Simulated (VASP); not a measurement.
# Pr (I4/mmm) in VASP: a series of runs

One crystal, Pr, is run at these levels: PBE; tasks: single point.

Program: VASP 6.6.1. These are calculated values, not measurements. Logs are shortened: lines on timing, memory, paths and dates and some standing lists are left out, and cuts for length are marked.

### 1 Starting point

It takes space group I4/mmm (No. 139, tetragonal). The conventional cell has a = 4.389 Å, b = 4.389 Å, c = 3.772 Å, α = 90.00°, β = 90.00°, γ = 90.00°. Pr (site symmetry 4/mmm) is surrounded by 10 Pr at 3.63 to 3.77 Å.

This isn't the form of Pr at room conditions, which is double hcp.

### 2 Single point, PBE, collinear spin, ferromagnetic start

File INCAR:

```
PREC = Accurate
ENCUT = 900
EDIFF = 1E-8
ISMEAR = 0
SIGMA = 0.05
LREAL = F
LASPH = T
NELM = 100
ALGO = Normal
ISIF = 2
LWAVE = F
LCHARG = F
ISPIN = 2
MAGMOM = 2
LORBIT = 11
LMAXMIX = 6
GGA = PE
ADDGRID = F
```

File KPOINTS:

```
regular mesh
0
Gamma
  11 11 11
```

File POSCAR:

```
Pr
1.0
   -2.1944725387      2.1944725387      1.8859478524
    2.1944725387     -2.1944725387      1.8859478524
    2.1944725387      2.1944725387     -1.8859478524
Pr
1
Direct
    0.0000000000      0.0000000000      0.0000000000
```

Potentials or basis: VASP PAW PBE potentials, release 64 (Pr).

Launch:

```bash
> cat potpaw_PBE.64/Pr/POTCAR > POTCAR
> mpirun -np 1 vasp_std > vasp.out
```

OUTCAR:

```text
PREC = Accurate
   ENCUT = 900
   EDIFF = 1E-8
   ISMEAR = 0
   LREAL = F
   LASPH = T
   NELM = 100
   ISIF = 2
   ISPIN = 2
   LORBIT = 11
   GGA = PE

 ion  position               nearest neighbor table
   1  0.000  0.000  0.000-

  LATTYP: Found a body centered tetragonal cell.
 ALAT       =     4.3889450774
 C/A-ratio  =     0.8594082720

  Lattice vectors:

 A1 = (  -2.1944725387,   2.1944725387,   1.8859478524)
 A2 = (   2.1944725387,  -2.1944725387,   1.8859478524)
 A3 = (   2.1944725387,   2.1944725387,  -1.8859478524)

Analysis of symmetry for initial positions (statically):
=====================================================================
 Subroutine PRICEL returns:
 Original cell was already a primitive cell.

 Routine SETGRP: Setting up the symmetry group for a
 body centered tetragonal supercell.

 Subroutine GETGRP returns: Found 16 space group operations
 (whereof 16 operations were pure point group operations)
 out of a pool of 16 trial point group operations.

The static configuration has the point symmetry D_4h.

Analysis of symmetry for dynamics (positions and initial velocities):
=====================================================================
 Subroutine PRICEL returns:
 Original cell was already a primitive cell.

 Routine SETGRP: Setting up the symmetry group for a
 body centered tetragonal supercell.

 Subroutine GETGRP returns: Found 16 space group operations
 (whereof 16 operations were pure point group operations)
 out of a pool of 16 trial point group operations.

The dynamic configuration has the point symmetry D_4h.

Analysis of structural, dynamic, and magnetic symmetry:
=====================================================================
 Subroutine PRICEL returns:
 Original cell was already a primitive cell.

 Routine SETGRP: Setting up the symmetry group for a
 body centered tetragonal supercell.

 Subroutine GETGRP returns: Found 16 space group operations
 (whereof 16 operations were pure point group operations)
 out of a pool of 16 trial point group operations.

The overall configuration has the point symmetry D_4h.

 Subroutine INISYM returns: Found 16 space group operations
 (whereof 16 operations are pure point group operations),
 and found     1 'primitive' translations

----------------------------------------------------------------------------------------

                                     Primitive cell

  volume of cell :      36.3287

  direct lattice vectors                    reciprocal lattice vectors
    -2.194472539  2.194472539  1.885947852     0.000000000  0.227845184  0.265118677
[... 123 lines left out ...]

 Free energy of the ion-electron system (eV)
  ---------------------------------------------------
  ext. energy  EPLUGINS =         0.00000000
  ---------------------------------------------------
  free energy    TOTEN  =        -5.37077462 eV

  energy without entropy =       -5.36119934  energy(sigma->0) =       -5.36598698

 E-fermi :   5.6771     XC(G=0):  -9.6963

 val. band max:        5.6758782117   @ k =   0.1818   0.0909   0.0909
 cond. band min:       5.6780968843   @ k =  -0.1818   0.1818   0.0000
 fundamental gap:      0.0022186726
 Fermi energy:         5.6770682900

 spin component 1

 k-point     1 :       0.0000    0.0000    0.0000
  band No.  band energies     occupation
      1     -30.4604      1.00000
      2     -11.9536      1.00000
      3     -11.9536      1.00000
      4     -11.8125      1.00000
      5       1.7915      1.00000
      6       5.2620      1.00000
      7       5.2620      1.00000
      8       5.7781      0.00214
      9       5.7781      0.00214
     10       5.8951      0.00000
     11       6.2805      0.00000
[... 310 lines left out ...]
  band No.  band energies     occupation
      1     -30.4235      1.00000
      2     -12.2997      1.00000
      3     -11.9378      1.00000
      4     -11.8885      1.00000
      5       2.5847      1.00000
      6       5.1878      1.00000
      7       5.2470      1.00000
      8       5.6781      0.48840
      9       5.7939      0.00048
     10       5.9312      0.00000
     11       6.1402      0.00000

 [... further k-points ...]

 spin component 2

 k-point     1 :       0.0000    0.0000    0.0000
  band No.  band energies     occupation
      1     -29.3077      1.00000
      2     -11.0289      1.00000
      3     -11.0289      1.00000
      4     -10.8336      1.00000
      5       2.5797      1.00000
      6       7.0155      0.00000
      7       7.0444      0.00000
      8       7.1786      0.00000
      9       7.1786      0.00000
     10       7.4896      0.00000
     11       7.6110      0.00000
[... 310 lines left out ...]
  band No.  band energies     occupation
      1     -29.2689      1.00000
      2     -11.3869      1.00000
      3     -11.0125      1.00000
      4     -10.9128      1.00000
      5       3.3899      1.00000
      6       6.7172      0.00000
      7       7.0600      0.00000
      8       7.2222      0.00000
      9       7.2725      0.00000
     10       7.2891      0.00000
     11       7.5791      0.00000

 [... further k-points ...]

------------------------ aborting loop because EDIFF is reached ----------------------------------------

  FORCE on cell =-STRESS in cart. coord.  units (eV):
  Direction    XX          YY          ZZ          XY          YZ          ZX
  --------------------------------------------------------------------------------------
  -------------------------------------------------------------------------------------
  Total       -0.4168231     -0.4168231     -0.2601421      0.0000000      0.0000000      0.0000000
  in kB      -18.3828307    -18.3828307    -11.4728492      0.0000000      0.0000000      0.0000000
  external PRESSURE =     -16.0795035 kB  Pullay stress =       0.0000000 kB

 VOLUME and BASIS-vectors are now :
 -----------------------------------------------------------------------------
  energy-cutoff  :      900.00
  volume of cell :       36.33
      direct lattice vectors                 reciprocal lattice vectors
    -2.194472539  2.194472539  1.885947852     0.000000000  0.227845184  0.265118677
     2.194472539 -2.194472539  1.885947852     0.227845184  0.000000000  0.265118677
     2.194472539  2.194472539 -1.885947852     0.227845184  0.227845184  0.000000000

 POSITION                                       TOTAL-FORCE (eV/Angst)
 -----------------------------------------------------------------------------------
      0.00000      0.00000      0.00000         0.000000     -0.000000      0.000000
 -----------------------------------------------------------------------------------
    total drift:                               -0.000000      0.000000      0.000000

  FREE ENERGIE OF THE ION-ELECTRON SYSTEM (eV)
  ---------------------------------------------------
  free  energy   TOTEN  =        -5.3707746184 eV

  energy  without entropy=       -5.3611993367  energy(sigma->0) =       -5.36598698

 total charge

# of ion       s       p       d       f       tot
--------------------------------------------------
    1        2.001   5.283   0.547   2.183  10.013

 magnetization (x)

# of ion       s       p       d       f       tot
--------------------------------------------------
    1       -0.010  -0.018   0.188   2.147   2.306
```

OSZICAR:

```text
N       E                     dE             d eps       ncg     rms          rms(c)
DAV:   1     0.134469051818E+03    0.13447E+03   -0.69893E+03  5544   0.351E+03
DAV:   2     0.550421716340E+01   -0.12896E+03   -0.12752E+03  7974   0.307E+02
DAV:   3    -0.700209807752E+01   -0.12506E+02   -0.12127E+02  8520   0.157E+02
[... 30 lines left out ...]
DAV:  34    -0.537077443678E+01   -0.34218E-07   -0.18636E-06 10880   0.154E-02    0.148E-03
DAV:  35    -0.537077454098E+01   -0.10420E-06   -0.48075E-07  7829   0.234E-03    0.108E-03
DAV:  36    -0.537077457906E+01   -0.38085E-07   -0.28208E-07  5600   0.249E-03    0.757E-04
DAV:  37    -0.537077459128E+01   -0.12218E-07   -0.22072E-07  8247   0.380E-03    0.242E-04
DAV:  38    -0.537077461027E+01   -0.18988E-07   -0.13299E-07  7216   0.171E-03    0.303E-04
DAV:  39    -0.537077461837E+01   -0.80952E-08   -0.59365E-08  5019   0.824E-04
   1 F= -.53707746E+01 E0= -.53659870E+01  d E =-.957528E-02  mag=     2.9654
```

stdout:

```text
POSCAR found type information on POSCAR Pr
 POSCAR found :  1 types and       1 ions
 scaLAPACK will be used
 LDA part: xc-table for (Slater+PW92), standard interpolation
 POSCAR, INCAR and KPOINTS ok, starting setup
 FFT: planning ... GRIDC
 FFT: planning ... GRID_SOFT
 FFT: planning ... GRID
 WAVECAR not read
 entering main loop
```

It took 13 min on 1 thread of Intel Xeon Platinum 8259CL at 2.50GHz (Skylake/Cascade Lake), shared host; peak memory 0.41 GiB.

What came out:

- Free energy: -5.3708 eV
- Pressure: -1.6 GPa
- Band gap on the k mesh: none (metal or under the smearing width)
- Net moment: 2.97 μB per cell
- Site moments: Pr +2.31 μB
- Valence electrons inside the program's atomic spheres: Pr 10.01

Stress tensor (GPa, compression positive):
```
-1.84  0.00  0.00
 0.00 -1.84  0.00
 0.00  0.00 -1.15
```

Levels at points of the mesh, in eV from the Fermi level:
Spin up:
| k point | band 4 | band 5 | band 6 | band 7 | band 8 | band 9 | band 10 | band 11 |
| --- | --- | --- | --- | --- | --- | --- | --- | --- |
| (0.00, 0.00, 0.00) | -17.49 | -3.89 | -0.42 | -0.42 | 0.10 | 0.10 | 0.22 | 0.60 |
Spin down:
```tsv
k point	band 1	band 2	band 3	band 4	band 5	band 6	band 7	band 8	band 9	band 10
(0.00, 0.00, 0.00)	-34.98	-16.71	-16.71	-16.51	-3.10	1.34	1.37	1.50	1.50	1.81
```

Caveat: the magnetic or orbital state may not be the lowest; spin-orbit coupling is left out, which moves the levels of the heavy elements.

### 3 Single point, PBE, collinear spin, ferromagnetic start

Changes to INCAR since step 2:

```diff
@@ -1,6 +1,6 @@
 PREC = Accurate
-ENCUT = 900
-EDIFF = 1E-8
+ENCUT = 220
+EDIFF = 1E-6
 ISMEAR = 0
-SIGMA = 0.05
+SIGMA = 0.15
 LREAL = F
```

File KPOINTS:

```
regular mesh
0
Gamma
  2 2 2
```

POSCAR is that of step 2.

Potentials or basis: VASP PAW PBE potentials, release 64 (Pr).

Launch:

```bash
> cat potpaw_PBE.64/Pr/POTCAR > POTCAR
> mpirun -np 1 vasp_std > vasp.out
```

Wall time 48 s (1 thread of Intel Xeon Platinum 8259CL at 2.50GHz (Skylake/Cascade Lake), shared host); peak memory 0.12 GiB.

The run converged, but a check on its numbers failed (symmetry, net force, bounds or a known fault of this set-up), so they aren't taken as properties of the crystal.

Caveat: the k mesh is coarse (spacing up to 1.10 Å⁻¹), so the values aren't converged; the cutoff lies under the usual one of these potentials, so the numbers hold a large basis-set error; the magnetic or orbital state may not be the lowest; a pressure of tens of GPa on the cell as given is suspect, and the run, the potentials or the cell itself is likely at fault; spin-orbit coupling is left out, which moves the levels of the heavy elements.

### 4 Single point, PBE, collinear spin, ferromagnetic start

Changes to INCAR since step 3:

```diff
@@ -1,3 +1,3 @@
 PREC = Accurate
-ENCUT = 220
+ENCUT = 280
 EDIFF = 1E-6
```

KPOINTS is that of step 3.

POSCAR is that of step 3.

Potentials or basis: VASP PAW PBE potentials, release 64 (Pr).

Launch:

```bash
> cat potpaw_PBE.64/Pr/POTCAR > POTCAR
> mpirun -np 1 vasp_std > vasp.out
```

OUTCAR:

```text
PREC = Accurate
   ENCUT = 280
   EDIFF = 1E-6
   ISMEAR = 0
   LREAL = F
   LASPH = T
   NELM = 100
   ISIF = 2
   ISPIN = 2
   LORBIT = 11
   GGA = PE

 Found      4 irreducible k-points:

 Following reciprocal coordinates:
            Coordinates               Weight
  0.000000  0.000000  0.000000      1.000000
  0.500000  0.000000  0.000000      4.000000
  0.500000  0.500000  0.000000      2.000000
  0.500000  0.500000  0.500000      1.000000
   k-points           NKPTS =      4   k-points in BZ     NKDIM =      4   number of bands    NBANDS=     11
   number of dos      NEDOS =    301   number of ions     NIONS =      1
   total plane-waves  NPLWV =   8000
   dimension x,y,z NGX =    20 NGY =   20 NGZ =   20
   dimension x,y,z NGXF=    40 NGYF=   40 NGZF=   40
[... 193 lines left out ...]
  Total       -3.9631241     -3.9631241     -4.1952801      0.0000000      0.0000000      0.0000000
  in kB     -174.7826346   -174.7826346   -185.0212313      0.0000000      0.0000000      0.0000000
  external PRESSURE =    -178.1955002 kB  Pullay stress =       0.0000000 kB

 VOLUME and BASIS-vectors are now :
 -----------------------------------------------------------------------------
  energy-cutoff  :      280.00
  volume of cell :       36.33
      direct lattice vectors                 reciprocal lattice vectors
    -2.194472539  2.194472539  1.885947852     0.000000000  0.227845184  0.265118677
     2.194472539 -2.194472539  1.885947852     0.227845184  0.000000000  0.265118677
     2.194472539  2.194472539 -1.885947852     0.227845184  0.227845184  0.000000000

 POSITION                                       TOTAL-FORCE (eV/Angst)
 -----------------------------------------------------------------------------------
      0.00000      0.00000      0.00000         0.000000     -0.000000      0.000000
 -----------------------------------------------------------------------------------
    total drift:                                0.000000      0.000000      0.000000

  FREE ENERGIE OF THE ION-ELECTRON SYSTEM (eV)
  ---------------------------------------------------
  free  energy   TOTEN  =        -6.9638212676 eV

  energy  without entropy=       -6.8890499698  energy(sigma->0) =       -6.92643562

 total charge

# of ion       s       p       d       f       tot
--------------------------------------------------
    1        1.980   5.237   0.667   2.123  10.007

 magnetization (x)

# of ion       s       p       d       f       tot
--------------------------------------------------
    1       -0.016  -0.044   0.197   2.122   2.259
```

OSZICAR:

```text
N       E                     dE             d eps       ncg     rms          rms(c)
DAV:   1     0.911435091807E+02    0.91144E+02   -0.36135E+03   176   0.896E+02
DAV:   2    -0.253807062696E+01   -0.93682E+02   -0.92055E+02   240   0.240E+02
[... 18 lines left out ...]
DAV:  21    -0.696365332318E+01   -0.11287E-03   -0.57953E-04   314   0.271E-01    0.479E-02
DAV:  22    -0.696381350310E+01   -0.16018E-03   -0.46289E-05   271   0.892E-02    0.105E-02
DAV:  23    -0.696382264687E+01   -0.91438E-05   -0.37703E-06   263   0.198E-02    0.498E-03
DAV:  24    -0.696381899602E+01    0.36508E-05   -0.12879E-06   256   0.110E-02    0.317E-03
DAV:  25    -0.696382137103E+01   -0.23750E-05   -0.37279E-07   162   0.994E-03    0.113E-03
DAV:  26    -0.696382126764E+01    0.10339E-06   -0.95145E-08   178   0.505E-03
   1 F= -.69638213E+01 E0= -.69264356E+01  d E =-.747713E-01  mag=     2.7500
```

It took 52 s on 1 thread of Intel Xeon Platinum 8259CL at 2.50GHz (Skylake/Cascade Lake), shared host; peak memory 0.13 GiB.

The run converged, but a check on its numbers failed (symmetry, net force, bounds or a known fault of this set-up), so they aren't taken as properties of the crystal.

Caveat: the k mesh is coarse (spacing up to 1.10 Å⁻¹), so the values aren't converged; the cutoff lies under the usual one of these potentials, so the numbers hold a large basis-set error; the magnetic or orbital state may not be the lowest; spin-orbit coupling is left out, which moves the levels of the heavy elements.

### 5 Single point, PBE, collinear spin, ferromagnetic start

Changes to INCAR since step 4:

```diff
@@ -1,3 +1,3 @@
 PREC = Accurate
-ENCUT = 280
+ENCUT = 400
 EDIFF = 1E-6
```

KPOINTS is that of step 4.

POSCAR is that of step 4.

Launch:

```bash
> cat potpaw_PBE.64/Pr/POTCAR > POTCAR
> mpirun -np 1 vasp_std > vasp.out
```

Run time: 44 s. Hardware: 1 thread of Intel Xeon Platinum 8259CL at 2.50GHz (Skylake/Cascade Lake), shared host; peak memory 0.14 GiB.

The run converged, but some of its settings lie outside the range that counts as converged, so its numbers aren't taken as properties of the crystal.

Results:

| Item | Value |
| --- | --- |
| Free energy | -7.0390 eV |
| Pressure | -13.9 GPa |
| Band gap on the k mesh | none (metal or under the smearing width) |
| Net moment | 2.75 μB per cell |
| Site moments | Pr +2.25 μB |
| Valence electrons inside the program's atomic spheres | Pr 10.00 |

Caveat: the k mesh is coarse (spacing up to 1.10 Å⁻¹), so the values aren't converged; the cutoff is under 1.25 times the usual one of these potentials, so pressure, stress and relaxed cells hold a basis-set (Pulay) error; the magnetic or orbital state may not be the lowest; spin-orbit coupling is left out, which moves the levels of the heavy elements.

### 6 Single point, PBE, collinear spin, ferromagnetic start

Changes to INCAR since step 5:

```diff
@@ -1,3 +1,3 @@
 PREC = Accurate
-ENCUT = 400
+ENCUT = 460
 EDIFF = 1E-6
```

KPOINTS is that of step 5.

POSCAR is that of step 5.

Potentials or basis: VASP PAW PBE potentials, release 64 (Pr).

Launch:

```bash
> cat potpaw_PBE.64/Pr/POTCAR > POTCAR
> mpirun -np 1 vasp_std > vasp.out
```

Run time: 44 s. Hardware: 1 thread of Intel Xeon Platinum 8259CL at 2.50GHz (Skylake/Cascade Lake), shared host; peak memory 0.17 GiB.

These settings aren't checked as converged: the numbers below hold their error.

What came out:

```
Free energy                                           : -6.9118 eV
Pressure                                              : -13.2 GPa
Band gap on the k mesh                                : none (metal or under the smearing width)
Net moment                                            : 1.81 μB per cell
Site moments                                          : Pr +1.91 μB
Valence electrons inside the program's atomic spheres : Pr 10.01
```

Caveat: the k mesh is coarse (spacing up to 1.10 Å⁻¹), so the values aren't converged; the magnetic or orbital state may not be the lowest; spin-orbit coupling is left out, which moves the levels of the heavy elements.

### 7 For comparison

An earlier run on the cell as given: functional PBE; potentials or basis VASP PAW PBE potentials, release 64 (Pr); cutoff 520 eV; k mesh 9 × 9 × 9; occupations fermi-dirac, width 0.05 eV; collinear spin, ferromagnetic start; starting moments [2.0] μB.

* Pressure: -1.7 GPa
* Band gap on the k mesh: none (metal or under the smearing width)
* Net moment: 2.92 μB per cell
* Site moments: Pr +2.29 μB
* Valence electrons inside the program's atomic spheres: Pr 10.01
